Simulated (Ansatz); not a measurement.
**TiPbO$_{3}$ under pressure: fit and missing row**

TiPbO$_{3}$, Pm-3m, a = 3.919 Å. The structure is a Materials Project entry; whether it is the stable form wasn't checked. Ansatz: PBEsol, PAW, 420 eV, Γ-centred 8×8×8 mesh on 5 atoms, Gaussian smearing 0.02 eV; no spin polarisation. Cell and atoms are relaxed at each pressure, and no other structure is tried, so the rows at high pressure may lie past a change of phase.

| V (Å³/atom) | P (GPa) |
| --- | --- |
| ? | 89.93 |
| 10.082 | 50.04 |
| 10.849 | 25.02 |
| 11.390 | 11.99 |
| 11.799 | 4.04 |
| 11.977 | 1.02 |
| 12.041 | -0.01 |
| 12.106 | -1.02 |

Task: Take V0 = 12.041 Å³/atom, count pressures from its P0 = -0.01 GPa, fit the third-order Birch–Murnaghan form to the other rows, and predict the missing volume.

Result: With the Eulerian strain f = ½[(V0/V)^(2/3) − 1] and y = (P − P0)/[3f(1 + 2f)^(5/2)], the form is the line y = B0 + 1.5 B0 (B0′ − 4) f. Rows (f, y): 0.06283, 197.5; 0.03598, 194.9; 0.01887, 193.2; 0.00681, 191.6; 0.00178, 191.2; -0.00179, 189.8. Means f = 0.02075, y = 193.03; Σ(Δf)² = 0.003068, ΣΔfΔy = 0.3437; the slope is their ratio. y = 190.7 + 112.0 f GPa, so B0 = 190.7 GPa and B0′ = 4 + 2 × (112.0)/(3 × 190.7) = 4.39. P = 89.93 GPa is met at f = 0.09595 (y = 201.45), so V = V0 (1 + 2f)^(−3/2) = 9.253 Å³/atom. The run gave 9.246 Å³/atom, so the fit is 0.007 Å³/atom too high, a small miss on the scale of the series. The form still works here, 78 % of the fitted range beyond its end.

Spin–orbit coupling is left out, which can shift energies with elements as heavy as these.

Symmetry holds off the tilts and polar distortions that many cubic perovskites undergo.

Cost: 8 runs of about 1.5 core-minutes in all, on Arm Neoverse V2 (shared hosts).